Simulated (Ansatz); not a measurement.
BaTiO3:

```
Ba Ti O
1.0
    -0.09159    0.02278   -3.96240
     3.88088    4.13178    0.06850
     3.92317   -4.17407    0.11386
Ba Ti O
2 2 6
Direct
  0.99749 0.00015 0.00043
  0.99982 0.49875 0.50109
  0.50075 0.49906 0.99785
  0.50366 0.99877 0.49738
  0.99896 0.49878 0.99824
  0.00194 0.99976 0.50212
  0.49413 0.25153 0.25251
  0.49937 0.75231 0.74826
  0.50326 0.25086 0.74969
  0.50062 0.75003 0.25243
```

Base run:

```yaml
Program: Ansatz 0.2.0
Functional: PBE
Potentials_or_basis: Ansatz PAW
Cutoff: 350 eV
Density_cutoff: 1400 eV
k_mesh: 7 × 5 × 5
Occupations: fermi-dirac, width 0.05 eV
Spin: no spin polarisation
```

Its results: band gap on the k mesh 1.62 eV; pressure 3.0 GPa; largest force 0.264 eV/Å.

Problem. The run is repeated on the same cell with these changes: functional from PBE to PBEsol; cutoff from 350 eV to 420 eV (not typed: the program's choice for these potentials); hubbard terms from none to Ti d U = 1 eV; hubbard projectors from none to ortho-atomic (the default). What comes out?

Solution. Band gap on the k mesh 1.69 eV; pressure -3.1 GPa; largest force 0.255 eV/Å.

Several settings changed at once, so the effect can't be laid on one alone.

Caveats: spin-orbit coupling is left out, which moves the levels of the heavy elements; odd divisions of the mesh miss points on the zone boundary, where band edges often lie, so the gap on the mesh can be too wide (some runs); the pressure holds a Pulay correction of +6.2 GPa for the finite cutoff (some runs); the cutoff lies under the one recommended for these potentials (some runs); the k mesh misses the band edges, so the gap on the mesh is wider than the one along the path (some runs); the PAW data sets come from PBE, with cores solved anew for the run's functional, which leaves a small shift of forces and pressure (some runs).
